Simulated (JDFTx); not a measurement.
The system is Bi.

```
CELL_PARAMETERS angstrom
2.26750 1.30914 3.93800
-2.26750 1.30914 3.93800
0.00000 -2.61828 3.93800
ATOMIC_POSITIONS crystal
Bi 0.76600 0.76600 0.76600
Bi 0.23400 0.23400 0.23400
```

| Item | Value |
| --- | --- |
| Program | JDFTx 1.7.0 (patched build) |
| Task | relaxation of cell and atoms |
| Functional | r2SCAN |
| Potentials or basis | SG15-PBE-1.2 with smoothed tails |
| Cutoff | 1088 eV |
| Density cutoff | 8708 eV |
| k mesh | 3 × 3 × 3 |
| Occupations | fermi-dirac, width 0.05 eV |
| Spin | no spin polarisation |

At the start: pressure -0.4 GPa; volume 35.07 Å³/atom.

Problem. Where does the relaxation end?

Solution. Over 10 steps the energy falls by 5.8 meV/atom; space group R-3m (No. 166, to 0.05 Å).

The path:
```csv
step,energy change (eV),largest force (eV/Å),pressure (GPa),volume (Å³)
1,0.0000,0.2422,-0.44,70.14
2,-0.0036,0.1869,-0.24,70.07
3,-0.0094,0.0019,0.17,70.10
4,-0.0100,0.0073,0.07,70.21
5,-0.0109,0.0092,-0.06,70.37
6,-0.0114,0.0084,0.00,70.25
7,-0.0115,0.0028,0.00,70.20
8,-0.0116,0.0026,-0.01,70.18
9,-0.0116,0.0038,0.02,70.11
10,-0.0116,0.0014,0.00,70.14
```

Final structure:
```cif
data_structure
_symmetry_space_group_name_H-M 'P 1'
_symmetry_Int_Tables_number 1
_cell_length_a 4.6861
_cell_length_b 4.6861
_cell_length_c 4.6861
_cell_angle_alpha 58.425
_cell_angle_beta 58.425
_cell_angle_gamma 58.425
_cell_volume 70.14
loop_
_atom_site_label
_atom_site_type_symbol
_atom_site_fract_x
_atom_site_fract_y
_atom_site_fract_z
_atom_site_occupancy
Bi1 Bi 0.76863 0.76863 0.76863 1
Bi2 Bi 0.23137 0.23137 0.23137 1
```

Caveat: the k mesh is coarse (spacing up to 0.56 Å⁻¹), so the values aren't converged; meta-GGA forces are noisy on this grid; the potentials were made for another functional, which shifts forces and pressure.
